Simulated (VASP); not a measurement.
Runs of VASP 6.6.1 on Ti. The structure is cubic, space group Im-3m (No. 229). Conventional cell: a = 3.208 Å, b = 3.208 Å, c = 3.208 Å, α = 90.00°, β = 90.00°, γ = 90.00°. Ti (site symmetry m-3m) has 8 Ti at 2.78 Å as nearest neighbours. This isn't the form of Ti at room conditions, which is hcp.

```tsv
level	k mesh	cutoff (eV)	smearing	gap on the mesh (eV)	pressure (GPa)
PBEsol	18 × 18 × 18	900	gaussian 0.1 eV	none	0.0
PBEsol	18 × 18 × 18	520	gaussian 0.5 eV	none	(a)
PBEsol	28 × 28 × 28	520	gaussian 0.1 eV	none	0.0
PBEsol	18 × 18 × 18	700	gaussian 0.1 eV	none	-0.1
r2SCAN	18 × 18 × 18	520	gaussian 0.1 eV	none	5.4
```

Alike in all rows: task single point; potentials or basis VASP PAW PBE potentials, release 64 (Ti_sv); no spin polarisation; cell as given.

Problem. Fill in the values left out.

Solution. (a) 1.6.

Caveats: the PAW data sets were made with another functional, which shifts forces and pressure a little.

A gap of «none» marks a metal or a gap under the smearing width.
